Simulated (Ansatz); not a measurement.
# BaTiO3: stress in a strained cell

BaTiO3 is deformed so: zz strain of -1 %. What stress and forces result, by LAPW, PAW and all-electron datasets made for the crystal?

Computed with Ansatz 0.2.0 (DFT PBE, scalar-relativistic, unless a step's input says otherwise).

## (1) The starting structure

It takes space group P4/mmm (No. 123, tetragonal). Conventional cell: a = 4.000 Å, b = 4.000 Å, c = 4.018 Å, α = 90.00°, β = 90.00°, γ = 90.00°. Around Ba (site symmetry 4/mmm) lie 12 O at 2.83 Å. Ti (site symmetry 4/mmm) is surrounded by 6 O at 2.00 to 2.01 Å. O (site symmetry 4/mmm) is surrounded by 2 Ti at 2.01 Å and 4 Ba at 2.83 Å. O (site symmetry mmm) is surrounded by 2 Ti at 2.00 Å and 4 Ba at 2.83 Å.

As a file:

```cif
data_structure
_symmetry_space_group_name_H-M 'P4/mmm'
_symmetry_Int_Tables_number 123
_cell_length_a 3.9998
_cell_length_b 3.9998
_cell_length_c 4.0180
_cell_angle_alpha 90.000
_cell_angle_beta 90.000
_cell_angle_gamma 90.000
_cell_volume 64.28
loop_
_atom_site_label
_atom_site_type_symbol
_atom_site_symmetry_multiplicity
_atom_site_Wyckoff_symbol
_atom_site_fract_x
_atom_site_fract_y
_atom_site_fract_z
_atom_site_occupancy
Ba1 Ba 1 a 0.00000 0.00000 0.00000 1
Ti1 Ti 1 d 0.50000 0.50000 0.50000 1
O1 O 1 c 0.50000 0.50000 0.00000 1
O2 O 2 e 0.50000 0.00000 0.50000 1
```

The file gives the conventional cell by its symmetry; the runs use the cell typed in the input.

Atoms are numbered in the order of the input: Ba1, Ti2, O3, O4, O5.

## (2) After the deformation

Space group P4/mmm before, P4/mmm after.

## (3) Full-potential LAPW

input.yaml reads:

```yaml
crystal:
  lattice:
    - [3.9998, 0.0, 0.0]
    - [0.0, 3.9998, 0.0]
    - [0.0, 0.0, 3.97782]
  atoms:
    - { symbol: Ba, position: [0.0, 0.0, 0.0] }
    - { symbol: Ti, position: [0.5, 0.5, 0.5] }
    - { symbol: O, position: [0.5, 0.5, 0.0] }
    - { symbol: O, position: [0.5, 0.0, 0.5] }
    - { symbol: O, position: [0.0, 0.5, 0.5] }
kpoints:
  mp_grid: { grid: [7, 7, 7] }
  band_path:
    path:
      - [0.0, 0.0, 0.0]
      - [0.0, 0.5, 0.0]
      - [0.5, 0.5, 0.0]
      - [0.0, 0.0, 0.0]
      - [0.0, 0.0, 0.5]
      - [0.0, 0.5, 0.5]
      - [0.5, 0.5, 0.5]
      - [0.0, 0.0, 0.5]
      - [0.0, 0.5, 0.0]
    npoints: 5
scf:
  occupations: { method: fermi_dirac, width: 0.03 }
hamiltonian:
  xc: pbe
  pseudopotentials: { kind: all_electron, lapw: { basis_error: 0.001 } }
output:
  forces: true
  stress: true
  eigenvalues: true
```

Launch:

```bash
$ ansatz run input.yaml --threads 2 --pin off --max-ram 6144MiB --backend cpu --events-out ev --progress --plain --runs-dir out
```

## (4) PAW with frozen cores

input.yaml reads:

```yaml
crystal:
  lattice:
    - [3.9998, 0.0, 0.0]
    - [0.0, 3.9998, 0.0]
    - [0.0, 0.0, 3.97782]
  atoms:
    - { symbol: Ba, position: [0.0, 0.0, 0.0] }
    - { symbol: Ti, position: [0.5, 0.5, 0.5] }
    - { symbol: O, position: [0.5, 0.5, 0.0] }
    - { symbol: O, position: [0.5, 0.0, 0.5] }
    - { symbol: O, position: [0.0, 0.5, 0.5] }
kpoints:
  mp_grid: { grid: [7, 7, 7] }
scf:
  occupations: { method: fermi_dirac, width: 0.03 }
hamiltonian:
  xc: pbe
  pseudopotentials: { kind: paw }
output:
  forces: true
  stress: true
  eigenvalues: true
  efg: { contact_densities: true }
```

## (5) Datasets made for this crystal

Edit input.yaml of step 4 so:

```diff
@@ -17,3 +17,3 @@
   xc: pbe
-  pseudopotentials: { kind: paw }
+  pseudopotentials: { kind: all_electron, datasets: crystal }
 output:
```

(Steps that only read results are left out.)

Before running it: what results should come out? Wanted: pressure; largest shear or deviatoric stress.

As calculated:

| quantity | value |
| --- | --- |
| pressure | LAPW 3.44, PAW 3.43, crystal datasets 3.44 GPa |
| largest shear or deviatoric stress (LAPW) | 0.73 GPa |

**Reading.** The largest part of the stress beyond the pressure is 0.73 GPa in size, in the zz component; the atoms are carried along and not relaxed. No run of the undeformed cell stands beside it, so the pressure holds what the given cell had before the change. PAW: stress within 0.01 GPa of LAPW. Crystal datasets: stress within 0.01 GPa of LAPW. Spin-orbit coupling is left out, though the cell holds Ba; in elements this heavy it can shift bands and gaps by tenths of an eV.

These are semilocal Kohn-Sham gaps, which aren't the measured quantity. Such gaps usually fall short of the measured ones.
